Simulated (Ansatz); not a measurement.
# Magnesium, omega (AlB2-type) under revPBE: ground state and equation of state

What does revPBE give for magnesium in the omega (AlB2-type) structure? We relax it, solve it on a dense k-mesh, then scale the cell to 7 volumes from 88 to 112 % of the relaxed one and try a fit of the equation of state. Spin polarisation is left out. The k-meshes are 7×7×10 for the relaxation; 9×9×13 for the dense run; 8×8×11 for the volumes.

Computed with Ansatz 0.2.0 (DFT revPBE, plane waves (420 eV) with PAW, scalar-relativistic; PBE-made PAW files, unless a step says otherwise).

## (1) The structure to begin with

The structure is hexagonal, space group P6/mmm (No. 191). The conventional cell has a = 5.083 Å, b = 5.083 Å, c = 3.116 Å, α = 90.00°, β = 90.00°, γ = 120.00°. Mg (site symmetry 6/mmm) has 14 Mg at 3.12 to 3.32 Å as nearest neighbours. Mg (site symmetry -6m2) has 11 Mg at 2.93 to 3.32 Å as nearest neighbours.

Structure file:

```xyz
3
Lattice="5.0828 0.0000 0.0000 -2.5414 4.4018 0.0000 0.0000 0.0000 3.1158" Properties=species:S:1:pos:R:3 pbc="T T T"
Mg    0.0000    0.0000    0.0000
Mg    0.0000    2.9346    1.5579
Mg    2.5414    1.4673    1.5579
```

## (2) Geometry optimisation

The input, input.yaml:

```yaml
crystal:
  lattice:
    - [5.0827995274, 0.0, 0.0]
    - [-2.5413997637, 4.401833513, 0.0]
    - [0.0, 0.0, 3.1157561103]
  atoms:
    - { symbol: Mg, position: [0.0, 0.0, 0.0] }
    - { symbol: Mg, position: [0.3333333333, 0.6666666667, 0.5] }
    - { symbol: Mg, position: [0.6666666667, 0.3333333333, 0.5] }
hamiltonian:
  xc: revpbe
  pseudopotentials:
    kind: paw
    azcp:
      Mg: "pseudopotentials/Mg.paw.azcp"
basis:
  ecutwfc: 420
  fft_grid_basis: typed
kpoints:
  mp_grid: { grid: [7, 7, 10], shift: [0, 0, 0] }
magnetization:
  spin_polarized: false
scf:
  occupations: { method: fermi_dirac, width: 0.1 }
relax:
  max_steps: 60
  f_tol: 0.01
  cell: {}
output:
  write_density: true
  write_potential: true
  elf: true
  volumetric_format: npy
```

After this run come: The energy on a finer k-mesh; At 88 % of the relaxed volume; At 92 % of the relaxed volume; At 96 % of the relaxed volume; At 100 % of the relaxed volume; At 104 % of the relaxed volume; At 108 % of the relaxed volume; At 112 % of the relaxed volume.

Before running it: what results should come out? Wanted: space group; conventional cell; volume; shortest distance; gap on the mesh; relative to hcp; highest ELF outside the cores; V₀, B₀, B₀′.

**Answer**, as computed:

```
                      quantity                                   value
space group (spins left aside)                        P6/mmm (No. 191)
             conventional cell  a = 5.150 Å, c = 3.124 Å (c/a = 0.607)
                        volume                          23.922 Å³/atom
             shortest distance                                 2.974 Å
               gap on the mesh            none (levels filled in part)
               relative to hcp                            +56 meV/atom
 highest ELF outside the cores      0.61, 1.60 Å from the nearest atom
                   V₀, B₀, B₀′             23.874 Å³/atom, 33 GPa, 4.0
```

**Reading.** From the guessed start the volume grew by 3.0 % in 4 steps. Against the reference form of magnesium (hcp, computed apart with the same settings) it stands 56 meV/atom higher. Levels at the Fermi energy are filled in part, as in a metal. The fitted modulus is 33 GPa; letting shape and positions relax at each volume could only lower it. The symmetry was held, so the structure may be unstable against distortions that break it.
